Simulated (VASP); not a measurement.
Wanted: the native input for a VASP 6.6.1 run.

| Quantity | Value |
| --- | --- |
| Task | band structure |
| Functional | TB-mBJ |
| Potentials or basis | VASP PAW PBE potentials, release 64 (Sb) |
| Cutoff | 520 eV |
| k mesh | 10 × 10 × 10 |
| Occupations | fermi-dirac, width 0.05 eV |
| Spin | no spin polarisation |
| Further INCAR settings | ALGO = Normal; EDIFF = 1e-06 |

Sb:

```xyz
1
Lattice="-1.8713 1.8713 1.8713 1.8713 -1.8713 1.8713 1.8713 1.8713 -1.8713" Properties=species:S:1:pos:R:3 pbc="T T T"
Sb    0.0000    0.0000    0.0000
```

This isn't the form of Sb at room conditions, which is rhombohedral.

The input as run:

POSCAR

```
Sb
1.0
   -1.8713408863      1.8713408863      1.8713408863
    1.8713408863     -1.8713408863      1.8713408863
    1.8713408863      1.8713408863     -1.8713408863
Sb
1
Direct
    0.0000000000      0.0000000000      0.0000000000
```

INCAR.step1

```
SYSTEM = Sb
PREC     = Accurate       ! precision mode
ENCUT    = 520            ! plane-wave cutoff, eV
EDIFF    = 1E-5           ! SCF threshold, eV
ISMEAR   = -1             ! smearing method
SIGMA    = 0.05           ! smearing width, eV
LREAL    = .False.        ! projectors in reciprocal space
LASPH    = .True.         ! aspherical terms in the spheres
NELM     = 60             ! most SCF steps
ALGO     = Normal         ! electronic algorithm
ISIF     = 2              ! what is computed and relaxed
LWAVE    = .True.         ! write WAVECAR
LCHARG   = .False.        ! write CHGCAR
GGA      = PE             ! functional
```

INCAR.step2

```
SYSTEM = Sb
PREC     = Accurate       ! precision mode
ENCUT    = 520            ! plane-wave cutoff, eV
EDIFF    = 1E-6           ! SCF threshold, eV
ISMEAR   = -1             ! smearing method
SIGMA    = 0.05           ! smearing width, eV
LREAL    = .False.        ! projectors in reciprocal space
LASPH    = .True.         ! aspherical terms in the spheres
NELM     = 60             ! most SCF steps
ALGO     = Normal         ! electronic algorithm
ISIF     = 2              ! what is computed and relaxed
LWAVE    = .False.        ! write WAVECAR
LCHARG   = .False.        ! write CHGCAR
METAGGA  = MBJ            ! meta-GGA
ISTART   = 1
```

KPOINTS

```
Automatic mesh
0
Gamma
  10 10 10
  0 0 0
```

KPOINTS_OPT

```
path GHNGPH,PN
15
line-mode
reciprocal
 0.0000000000  0.0000000000  0.0000000000  G
 0.5000000000 -0.5000000000  0.5000000000  H

 0.5000000000 -0.5000000000  0.5000000000  H
 0.0000000000  0.0000000000  0.5000000000  N

 0.0000000000  0.0000000000  0.5000000000  N
 0.0000000000  0.0000000000  0.0000000000  G

 0.0000000000  0.0000000000  0.0000000000  G
 0.2500000000  0.2500000000  0.2500000000  P

 0.2500000000  0.2500000000  0.2500000000  P
 0.5000000000 -0.5000000000  0.5000000000  H

 0.2500000000  0.2500000000  0.2500000000  P
 0.0000000000  0.0000000000  0.5000000000  N
```

Potentials or basis: VASP PAW PBE potentials, release 64 (Sb).

Command:

```sh
$ cat potpaw_PBE.64/Sb/POTCAR > POTCAR
$ cp INCAR.step1 INCAR
$ mpirun -np 1 vasp_std > vasp.out
$ cp INCAR.step2 INCAR
$ mpirun -np 1 vasp_std > vasp.out
```

It gave:

The band gap along the path is none (metal or under the smearing width).

Caveat: spin-orbit coupling is left out, which moves the levels of the heavy elements.

Wall time 51 s on 1 thread of AMD EPYC 7571, on a shared host, peak memory 0.12 GiB.
